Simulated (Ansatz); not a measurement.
**Pb: a trial structure relaxed**

Aim: relax Pb from this start, C type (P6_3mc, No. 186), and see where it ends.

The COD entry's cell or inner coordinates are ideal or old and differ from later refinements, so a difference from it is no clean test against experiment.

Program: Ansatz 0.2.0. Level of theory: DFT PBE, scalar-relativistic, plane waves, PAW. These are calculated values, not measurements.

### Step 1. The structure to begin with

The structure is hexagonal, space group P6_3mc (No. 186). Conventional cell: a = 3.845 Å, b = 3.845 Å, c = 10.570 Å, α = 90.00°, β = 90.00°, γ = 120.00°. Pb (site symmetry 3m) has 3 Pb at 2.22 Å as nearest neighbours.

Structure file:

```
Pb
1.0
     3.84515    0.00000    0.00000
    -1.92257    3.32999    0.00000
     0.00000    0.00000   10.57026
Pb
4
Direct
  0.00000 0.00000 0.00000
  0.00000 0.00000 0.50000
  0.33333 0.66667 0.00500
  0.66667 0.33333 0.50500
```

(A quick probe on a coarse mesh, which set the mesh and smearing, is not shown.)

### Step 3. Coarse relaxation

Contents of input.yaml:

```yaml
crystal:
  lattice:
    - [3.8451451483, 0.0, 0.0]
    - [-1.9225725741, 3.3299933796, 0.0]
    - [0.0, 0.0, 10.5702624013]
  atoms:
    - { symbol: Pb, position: [0.0, 0.0, 0.0] }
    - { symbol: Pb, position: [0.0, 0.0, 0.5] }
    - { symbol: Pb, position: [0.3333333333, 0.6666666667, 0.005] }
    - { symbol: Pb, position: [0.6666666667, 0.3333333333, 0.505] }
basis:
  ecutwfc: 420
kpoints:
  mp_grid: { grid: [6, 6, 2] }
hamiltonian:
  xc: pbe
scf:
  occupations: { method: gaussian, width: 0.1 }
  lower_state_search: "off"
output:
  forces: true
  stress: true
  eigenvalues: true
relax:
  adjacent_minimum: "off"
  f_tol: 0.04
  max_steps: 70
  cell: { stress_tol: 0.4 }
```

Further runs follow: the relaxation; relaxation repeated.

**Question.** What will these runs give?

The runs gave:

```
       quantity                                                                       value
           cell  a = 4.988 Å, b = 4.988 Å, c = 6.704 Å, α = 90.00°, β = 90.00°, γ = 120.00°
    space group                                                          P6_3/mmc (No. 194)
         volume                                                               36.12 Å³/atom
gap on the mesh                                                                none (metal)
```

In words: The structure ended in another space group than at the start: P6_3mc to P6_3/mmc. The runs treat Pb without spin-orbit coupling.
